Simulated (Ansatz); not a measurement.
# Ag under changes of volume

One of the cells (17.806 Å³/atom); the others are scaled copies at fixed shape and fractional positions:

```
CELL_PARAMETERS angstrom
2.93000 0.00000 0.00000
-1.46500 2.53745 0.00000
0.00000 0.00000 4.79000
ATOMIC_POSITIONS crystal
Ag 0.66667 0.33333 0.75000
Ag 0.33333 0.66667 0.25000
```

This isn't the form of Ag at room conditions, which is fcc.

| Property | Result |
| --- | --- |
| Program | Ansatz 0.2.0 |
| Functional | HSE03 |
| Potentials or basis | Ansatz PAW |
| Cutoff | 420 eV (not typed: the program's choice for these potentials) |
| k mesh | 5 × 5 × 3 |
| Occupations | fermi-dirac, width 0.05 eV |
| Spin | no spin polarisation |

```tsv
volume (Å³/atom)	energy over the lowest point (meV/atom)	pressure (GPa)
16.738	14.88	5.6
17.094	?	?
17.450	0.38	1.1
17.806	0.00	-0.7
18.162	3.45	-2.3
18.518	10.25	-3.7
18.875	19.99	-5.0
```

What does the run at 17.094 Å³/atom give?

Energy over the lowest point 5.10 meV/atom; pressure 3.2 GPa.

Worked out: A Birch-Murnaghan fit of order 3 (a polynomial in V^(-2/3)) to the other rows has its minimum at 17.66 Å³/atom with B0 = V·E''(V) = 90 GPa and B' = 5.6 at fixed shape and positions, which overstates the stiffness. It gives 5.13 meV/atom at 17.094 Å³/atom, against the run's 5.10, and -dE/dV = 3.2 GPa, against 3.2.

Energies are extrapolated to zero smearing.

Caveats: all runs use coarse meshes; the PAW data sets come from PBE, with cores solved anew for the run's functional, which leaves a small shift of forces and pressure; the thresholds are loose for stress.
